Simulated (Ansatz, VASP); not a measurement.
This is a calculation of BaTiO3 for VASP 6.6.1.

INCAR

```
PREC = Accurate ; ENCUT = 600
EDIFF = 1E-6 ; ISMEAR = -1
SIGMA = 0.05 ; LREAL = False
LASPH = True ; NELM = 60
ALGO = Normal ; ISIF = 3
LWAVE = False ; LCHARG = False
GGA = PS ; IVDW = 12
IBRION = 2 ; NSW = 60
EDIFFG = -0.02
```

KPOINTS

```
regular mesh
0
Gamma
  7 7 7
```

The input POSCAR:

```
BaTiO3
1.0
    3.9998000000      0.0000000000      0.0000000000
    0.0000000000      3.9998000000      0.0000000000
    0.0000000000      0.0000000000      4.0180000000
Ba Ti O
1 1 3
Direct
    0.0000000000      0.0000000000      0.0000000000
    0.5000000000      0.5000000000      0.4900000000
    0.0000000000      0.5000000000      0.5170000000
    0.5000000000      0.0000000000      0.5170000000
    0.5000000000      0.5000000000      0.0190000000
```

Potentials or basis: VASP PAW PBE potentials, release 64 (Ba_sv, Ti_sv, O).

Command:

```console
$ cat potpaw_PBE.64/Ba_sv/POTCAR potpaw_PBE.64/Ti_sv/POTCAR potpaw_PBE.64/O/POTCAR > POTCAR
$ mpirun -np 1 vasp_std > vasp.out
```

**Question.** Set up the same calculation for Ansatz 0.2.0. Potentials there: Ansatz PAW.

**Answer.** As run (the cutoff follows the program's own potentials):

The input input.yaml:

```yaml
crystal:
  lattice:
    - [3.9998, 0.0, 0.0]
    - [0.0, 3.9998, 0.0]
    - [0.0, 0.0, 4.018]
  atoms:
    - { symbol: Ba, position: [0.0, 0.0, 0.0] }
    - { symbol: Ti, position: [0.5, 0.5, 0.49] }
    - { symbol: O, position: [0.0, 0.5, 0.517] }
    - { symbol: O, position: [0.5, 0.0, 0.517] }
    - { symbol: O, position: [0.5, 0.5, 0.019] }
hamiltonian:
  xc: pbesol
  pseudopotentials: { kind: paw }
  dispersion: d3bj
kpoints:
  mp_grid: { grid: [7, 7, 7] }
scf:
  occupations: { method: fermi_dirac, width: 0.05 }
output:
  forces: true
  stress: true
relax:
  f_tol: 0.01
  max_steps: 40
  cell: { stress_tol: 0.05 }
```

Potentials or basis: Ansatz PAW.

Launch:

```sh
$ ansatz run input.yaml --threads 2 --pin off --max-ram 5632MiB --backend cpu --events-out ev --progress --plain --runs-dir out
```

Both were run:

|  | VASP | Ansatz | Ansatz less VASP |
| --- | --- | --- | --- |
| relaxed volume (Å³/atom) | 12.47 | 12.33 | -0.141 |
| relaxed cell length with the largest relative difference (Å) | 3.996 | 3.977 | -0.0196 |
| energy change over the relaxation (meV/atom) | -8 | -13 | -5.1 |

Caveats: the PAW data sets were made with another functional, which shifts forces and pressure a little (VASP); the plane-wave basis is chosen anew once the cell has moved, so the energies of steps on either side of that aren't comparable (Ansatz); the pressure holds a Pulay correction of +0.6 GPa for the finite cutoff (Ansatz); the PAW data sets come from PBE, with cores solved anew for the run's functional, which leaves a small shift of forces and pressure (Ansatz). A k mesh can miss the band edges.
